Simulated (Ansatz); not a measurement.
```
CELL_PARAMETERS angstrom
0.00000 2.01300 2.01300
2.01300 0.00000 2.01300
2.01300 2.01300 0.00000
ATOMIC_POSITIONS crystal
Li 0.00000 0.00000 0.00000
F 0.50000 0.50000 0.50000
```

```json
{"orbitals": "r²SCAN", "datasets": "hand-made PAW set at its accurate level, made with PBE", "k mesh": "4×4×4", "empty bands": "105", "response cutoff": "200 eV", "wave cutoff": "1300 eV", "frequencies": "contour deformation", "q → 0 term": "analytic weight of Carrier, Rohra and Görling", "band sums": "cut at the band count"}
```

Program: Ansatz. The Kohn-Sham gap (direct at Γ) is 10.07 eV and the electronic dielectric constant on this mesh 1.9.

(1) What G0W0 gap follows between the same band edges?

Results:

(1) 13.98 eV, a change of +3.91 eV. The valence edge moves by -2.39 eV (Z = 0.83) and the conduction edge by +1.52 eV (Z = 0.90).

The cell is a model at fixed atoms and needn't be the relaxed known crystal. The mesh is coarse, so these are values at the stated settings, not converged ones. Band sums or response are cut, so the gap isn't at its basis limit. With r²SCAN or HSE06 the Kohn-Sham levels are generalised ones.
